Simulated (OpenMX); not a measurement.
# PtS2 in OpenMX: the effect of volume scale

The system is PtS2.

```
CELL_PARAMETERS angstrom
3.39539 0.00000 0.00000
-1.69770 2.94050 0.00000
0.00000 0.00000 4.82860
ATOMIC_POSITIONS crystal
Pt 0.00000 0.00000 0.00000
S 0.66667 0.33333 0.77300
S 0.33333 0.66667 0.22700
```

Alike in all runs:

```yaml
Program: OpenMX 3.8.5
Task: band structure
Functional: PBE
Potentials_or_basis: OpenMX 2013 PBE set, Pt7.0-s3p2d2f1, S7.0-s2p2d1f1, grid cutoff 400 Ry
k_mesh: 7 × 7 × 5
Occupations: fermi-dirac, width 0.05 eV
Spin: no spin polarisation
```

| volume scale | gap on the mesh (eV) | pressure (GPa) | largest force (eV/Å) |
| --- | --- | --- | --- |
| 0.88 | 1.01 | 45.4 | 4.23 |
| 0.92 | 0.96 | 32.7 | 3.21 |
| 0.96 | 0.92 | 22.6 | 2.35 |
| 1 | 0.88 | 14.5 | 1.62 |
| 1.04 | 0.84 | 7.8 | 1.00 |
| 1.08 | ? | ? | ? |

Task: What does the run with volume scale 1.08 give?

Result: gap on the mesh 0.81 eV; pressure 2.2 GPa; largest force 0.48 eV/Å.

Worked out: A straight line through the other rows of the gap on the mesh, of slope -1.05 eV per unit of volume scale, extrapolates to 0.80 eV, against the run's 0.81. A parabola through the other rows of the pressure, of slope -83.5 GPa per unit of volume scale there, extrapolates to 3.6 GPa, against the run's 2.2. A parabola through the other rows of the largest force, of slope -10.2 eV/Å per unit of volume scale there, extrapolates to 0.53 eV/Å, against the run's 0.48.

Caveats: spin-orbit coupling is left out, which moves the levels of the heavy elements; the basis of atomic orbitals isn't converged, which shifts pressures, moduli and gaps; forces of over 1 eV/Å show positions far from the minimum, so gaps and moduli don't describe the material at rest (some runs).

A k mesh can miss the band edges.
